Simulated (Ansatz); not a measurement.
An Ansatz run on Mg2Si (Fm-3m) from a database of computed structures left the output below. The geometry is the r2SCAN minimum.

Structure:
```
Mg Si
1.0
     0.00000    3.16897    3.16897
     3.16897    0.00000    3.16897
     3.16897    3.16897    0.00000
Mg Si
2 1
Direct
  0.25000 0.25000 0.25000
  0.75000 0.75000 0.75000
  0.00000 0.00000 0.00000
```

The output, standing remarks left out:
```
Functional definition: PBE
Crystal: 3 atoms, lattice volume = 63.648 Å³
Basis set: ecut = 420 eV, 1243 PW (Γ)
Bands: 16, of which v1, the nominal top of the filled ones, is band 12 counted from 1 (11 counted from 0)
Symmetry: 48 space group operations
Space group: Fm-3m (ITA 225)
k-points: 16 of 216
SCF converged after 6 iterations
Free energy (F): -4483.870122 eV
Fermi energy:    5.944371 eV
--- G₀W₀: contour deformation, 9 samples at zero and on the imaginary axis and 1 off it, 216 q-points, 866 empty bands' worth ---
    ik  band        ε_KS         Σx   Σc(E_QP)       V_xc       Z   E_QP_lin       E_QP  E_QP is
     0    11      5.9444   -12.3786     0.4840   -11.3434  0.7372     5.3896     5.3931  root
     0    12      5.9444   -12.3786     0.4840   -11.3434  0.7372     5.3896     5.3931  root
     0    13      7.8583    -7.1923    -4.0344   -11.1589  0.7462     7.7905     7.7904  root
     0    14      8.5221    -5.9267    -3.9594    -9.8572  0.7376     8.4934     8.4933  root
     1    11      5.6977   -12.3674     0.5771   -11.2463  0.7356     5.1500     5.1537  root
     1    12      5.6977   -12.3674     0.5771   -11.2463  0.7356     5.1500     5.1537  root
     1    13      7.8943    -6.6673    -3.9163   -10.5468  0.7452     7.8576     7.8576  root
     1    14      8.9260    -5.8427    -4.1351    -9.9343  0.7314     8.8826     8.8825  root
     2    11      5.3663   -12.5299     0.7660   -11.2157  0.7319     4.8139     4.8180  root
     2    12      5.3663   -12.5299     0.7660   -11.2157  0.7319     4.8139     4.8180  root
     2    13      7.4119    -6.9431    -3.7888   -10.7015  0.7493     7.3816     7.3816  root
     2    14      8.7660    -5.1968    -4.1244    -9.2600  0.7355     8.7048     8.7047  root
     3    11      5.2435   -12.6265     0.8436   -11.2305  0.7310     4.6863     4.6911  root
     3    12      5.2435   -12.6265     0.8436   -11.2305  0.7310     4.6863     4.6911  root
     3    13      7.2305    -7.0705    -3.7428   -10.7841  0.7503     7.2012     7.2012  root
     3    14      8.5007    -5.0764    -4.0408    -9.0540  0.7399     8.4375     8.4374  root
     6    11      4.0072   -12.5947     1.3260   -10.7585  0.7123     3.4913     3.4971  root
     6    12      4.8024   -12.5368     1.0386   -10.9506  0.7260     4.2495     4.2548  root
     6    13      7.4250    -5.6219    -3.7410    -9.2863  0.7509     7.3485     7.3484  root
     6    14      9.0649    -6.3140    -4.2839   -10.5211  0.7284     8.9882     8.9881  root
     8    11      4.2759   -12.3047     1.2002   -10.5911  0.7184     3.7571     3.7625  root
     8    12      5.6692   -12.5133     0.5980   -11.3693  0.7348     5.1193     5.1231  root
     8    13      8.4383    -6.1958    -4.0921   -10.2547  0.7384     8.4052     8.4052  root
     8    14      9.1560    -6.6427    -4.2687   -10.8560  0.7276     9.1008     9.1007  root
     9    11      4.3114   -12.6143     1.3191   -10.7464  0.7179     3.7562     3.7627  root
     9    12      4.3114   -12.6143     1.3191   -10.7464  0.7179     3.7562     3.7627  root
     9    13      6.7361    -6.4287    -3.5021    -9.8940  0.7532     6.6993     6.6993  root
     9    14      6.8578    -4.8043    -3.5663    -8.2276  0.7572     6.7152     6.7148  root
    10    11      3.2367   -12.5135     1.7845   -10.2279  0.6974     2.7302     2.7357  root
    10    12      4.2193   -12.6694     1.3686   -10.7516  0.7162     3.6635     3.6701  root
    10    13      6.5562    -5.5046    -3.4635    -8.8620  0.7572     6.4502     6.4501  root
    10    14      7.8461    -5.9300    -3.8729    -9.7087  0.7429     7.7520     7.7518  root
    12    11      3.9977   -12.7486     1.4962   -10.7032  0.7117     3.4416     3.4485  root
    12    12      3.9977   -12.7486     1.4962   -10.7032  0.7117     3.4416     3.4485  root
    12    13      6.1401    -4.9673    -3.3264    -8.1354  0.7609     5.9821     5.9819  root
    12    14      6.3646    -6.4890    -3.4099    -9.8556  0.7544     6.3214     6.3213  root
```

The points are ik 0 = (0, 0, 0) (Γ), ik 1 = (0, 0, 1/6), ik 2 = (0, 0, 1/3), ik 3 = (0, 0, -1/2), ik 6 = (0, 1/6, -1/2), ik 8 = (0, 1/6, -1/6), ik 9 = (0, 1/3, 1/3), ik 10 = (0, 1/3, -1/2), ik 12 = (0, -1/2, -1/2); band 12 is the last filled one.

**Question.** Reconstruct the input.

**Answer.**
```yaml
crystal:
  # lattice and atoms as above
kpoints:
  mp_grid: { grid: [6, 6, 6] }
hamiltonian:
  xc: pbe
scf:
  occupations: { method: fixed }
gw:
  n_empty_bands: 866
  ecut_chi: 300
  qp_bands: [v2, c2]
  qp_kpoints: band_edges
  screening: { model: contour_deformation }
```
The quasiparticle table needs the gw block. This is the file that was run; thresholds and some counts can't be read off the log exactly.

Wall time 84 s on 1 × NVIDIA H100 80GB HBM3 with 4 threads of AMD EPYC 7R13 Processor (Zen 3), with other jobs on the host, load about 4.6 per core; peak host memory 3.3 GiB.

(Simulation; spin polarisation is off.)

For so narrow a gap this mesh doesn't settle the screening, and the bands and cutoff are finite.
